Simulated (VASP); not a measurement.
# Ti: single point with PBE

Crystal: Ti.

```
CELL_PARAMETERS angstrom
-1.64100 1.64100 1.64100
1.64100 -1.64100 1.64100
1.64100 1.64100 -1.64100
ATOMIC_POSITIONS crystal
Ti 0.00000 0.00000 0.00000
```

This isn't the form of Ti at room conditions, which is hcp.

| Quantity | Value |
| --- | --- |
| Program | VASP 6.6.1 |
| Task | single point |
| Functional | PBE |
| Potentials or basis | VASP PAW PBE potentials, release 64 (Ti_sv) |
| Cutoff | 520 eV |
| k mesh | 11 × 11 × 11 |
| Occupations | gaussian, width 0.013 eV |
| Spin | no spin polarisation |
| Dipole correction | no |
| Further INCAR settings | ALGO = Normal; EDIFF = 1e-06; NBANDS = 12 |

The pressure is -3.1 GPa and the band gap on the k mesh is none (metal or under the smearing width).

Levels at points of the mesh, in eV from the Fermi level:
```tsv
k point	band 4	band 5	band 6	band 7	band 8	band 9
(0.00, 0.00, 0.00)	-32.42	-5.91	0.99	0.99	0.99	2.71
```

Run time: 5.3 s on 1 thread of Intel(R) Xeon(R) Platinum 8559C (Emerald Rapids), on a shared host, peak memory 0.14 GiB.
